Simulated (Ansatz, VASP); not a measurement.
## One calculation of SiO2, two programs

INCAR

```
PREC = Accurate
ENCUT = 520
EDIFF = 1E-7
ISMEAR = -1
SIGMA = 0.02
LREAL = False
LASPH = True
NELM = 80
ALGO = Normal
ISIF = 2
LWAVE = False
LCHARG = False
GGA = PE
NBANDS = 25
```

KPOINTS

```
regular mesh
0
Gamma
  8 8 8
```

POSCAR

```
SiO2
1.0
   -2.4719631570      2.4719631570      3.6578428214
    2.4719631570     -2.4719631570      3.6578428214
    2.4719631570      2.4719631570     -3.6578428214
Si O
2 4
Direct
    0.0000000000      0.0000000000      0.0000000000
    0.7500000000      0.2500000000      0.5000000000
    0.9733623208      0.6250000000      0.8483623208
    0.3750000000      0.2233623208      0.3483623208
    0.7766376792      0.1250000000      0.1516376792
    0.8750000000      0.0266376792      0.6516376792
```

Input for Ansatz:

```yaml
crystal:
  lattice:
    - [-2.471963157, 2.471963157, 3.6578428214]
    - [2.471963157, -2.471963157, 3.6578428214]
    - [2.471963157, 2.471963157, -3.6578428214]
  atoms:
    - { symbol: Si, position: [0.0, 0.0, 0.0] }
    - { symbol: Si, position: [0.75, 0.25, 0.5] }
    - { symbol: O, position: [0.9733623208, 0.625, 0.8483623208] }
    - { symbol: O, position: [0.375, 0.2233623208, 0.3483623208] }
    - { symbol: O, position: [0.7766376792, 0.125, 0.1516376792] }
    - { symbol: O, position: [0.875, 0.0266376792, 0.6516376792] }
kpoints:
  mp_grid: { grid: [8, 8, 8] }
  band_path:
    path:
      - [[0.0, 0.0, 0.0], [-8.014655321609e-18, 8.014655321609e-18, 0.5], [0.25, 0.25, 0.25], [3.692871769675e-17, 0.5, -3.692871769675e-17], [0.0, 0.0, 0.0], [0.5, 0.5, -0.5], [0.3641757613587, 0.6358242386413, -0.3641757613587]]
      - [[-0.3641757613587, 0.3641757613587, 0.3641757613587], [0.0, 0.0, 0.0]]
      - [[-8.014655321609e-18, 8.014655321609e-18, 0.5], [-0.2283515227175, 0.2283515227175, 0.5]]
      - [[0.5, 0.5, -0.2283515227175], [0.5, 0.5, -0.5]]
    npoints: 10
hamiltonian:
  xc: pbe
scf:
  occupations: { method: fermi_dirac, width: 0.02 }
  n_extra_bands: 5
output:
  forces: true
  stress: true
  eigenvalues: true
```

Alike in both runs: task single point; functional PBE; k mesh 8 × 8 × 8; occupations fermi-dirac, width 0.02 eV; no spin polarisation.

```csv
,VASP,Ansatz
version,VASP 6.6.1,Ansatz 0.2.0
potentials or method,"VASP PAW PBE potentials, release 64 (Si, O)","plane waves, PAW"
plane-wave cutoff (eV),520,420
valence electrons in the cell,32,32
```

VASP gave:

```
gap on the k mesh at the Fermi level (eV)       : 5.94
pressure (GPa)                                  : 4.6
largest component of the traceless stress (GPa) : 0.10
rms of the force components (eV/Å)              : 0.126
```

Question: Estimate Ansatz's values.

Answer: gap on the k mesh at the Fermi level (eV): 5.94; pressure (GPa): 4.5; largest component of the traceless stress (GPa): 0.13; rms of the force components (eV/Å): 0.127.

Atom by atom the forces differ by 0.001 eV/Å (rms over components).

A k mesh can miss the band edges. As with any semilocal functional, this PBE gap is likely too small.
